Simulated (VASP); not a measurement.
Input of a VASP 6.6.1 run:

INCAR

```
SYSTEM = Pd
  PREC = Accurate
  ENCUT = 520
  EDIFF = 1E-6
  ISMEAR = 0
  SIGMA = 0.1
  LREAL = Auto
  LASPH = .True.
  NELM = 100
  ALGO = Fast
  ISIF = 2
  LWAVE = .False.
  LCHARG = .False.
  LDIPOL = .True.
  IDIPOL = 3
  DIPOL = 0.5 0.5 0.501
  GGA = PE
  NBANDS = 154
```

Contents of KPOINTS:

```
regular mesh
0
Gamma
  3 3 1
  0 0 0
```

POSCAR

```
Pd
1.0
    8.2519361364      0.0000000000      0.0000000000
    4.1259680682      7.1463863246      0.0000000000
    0.0000000000      0.0000000000     23.4917850943
Pd
27
Direct
    0.1111111111      0.1111111111      0.4043966843
    0.4444444444      0.1111111111      0.4043966843
    0.7777777778      0.1111111111      0.4043966843
    0.1111111111      0.4444444444      0.4043966843
    0.4444444444      0.4444444444      0.4043966843
    0.7777777778      0.4444444444      0.4043966843
    0.1111111111      0.7777777778      0.4043966843
    0.4444444444      0.7777777778      0.4043966843
    0.7777777778      0.7777777778      0.4043966843
   -0.1111111111      0.2222222222      0.5010879257
    0.2222222222      0.2222222222      0.5010879257
    0.5555555556      0.2222222222      0.5010879257
   -0.1111111111      0.5555555556      0.5010879257
    0.2222222222      0.5555555556      0.5010879257
    0.5555555556      0.5555555556      0.5010879257
   -0.1111111111      0.8888888889      0.5010879257
    0.2222222222      0.8888888889      0.5010879257
    0.5555555556      0.8888888889      0.5010879257
    0.0000000000      0.0000000000      0.5977741406
    0.3333333333      0.0000000000      0.5977741406
    0.6666666667      0.0000000000      0.5977741406
    0.0000000000      0.3333333333      0.5977741406
    0.3333333333      0.3333333333      0.5977741406
    0.6666666667      0.3333333333      0.5977741406
    0.0000000000      0.6666666667      0.5977741406
    0.3333333333      0.6666666667      0.5977741406
    0.6666666667      0.6666666667      0.5977741406
```

Potentials or basis: VASP PAW PBE potentials, release 64 (Pd).

Run with:

```console
$ cat potpaw_PBE.64/Pd/POTCAR > POTCAR
$ mpirun -np 1 vasp_std > vasp.out
```

Question: Estimate the largest force.

Answer: 0.147 eV/Å.

Question: Predict the band gap on the k mesh.

Answer: None (metal or under the smearing width).

Forces on the atoms (eV/Å):
```
Pd   0.000  0.000 -0.147
Pd   0.000  0.000 -0.147
Pd   0.000  0.000 -0.147
Pd   0.000  0.000 -0.147
Pd   0.000  0.000 -0.147
Pd   0.000  0.000 -0.147
Pd   0.000  0.000 -0.147
Pd   0.000  0.000 -0.147
Pd   0.000  0.000 -0.147
Pd   0.000  0.000  0.000
Pd   0.000  0.000  0.000
Pd   0.000  0.000  0.000
Pd   0.000  0.000  0.000
Pd   0.000  0.000  0.000
Pd   0.000  0.000  0.000
Pd   0.000  0.000  0.000
Pd   0.000  0.000  0.000
Pd   0.000  0.000  0.000
Pd   0.000  0.000  0.147
Pd   0.000  0.000  0.147
Pd   0.000  0.000  0.147
Pd   0.000  0.000  0.147
Pd   0.000  0.000  0.147
Pd   0.000  0.000  0.147
Pd   0.000  0.000  0.147
Pd   0.000  0.000  0.147
Pd   0.000  0.000  0.147
```
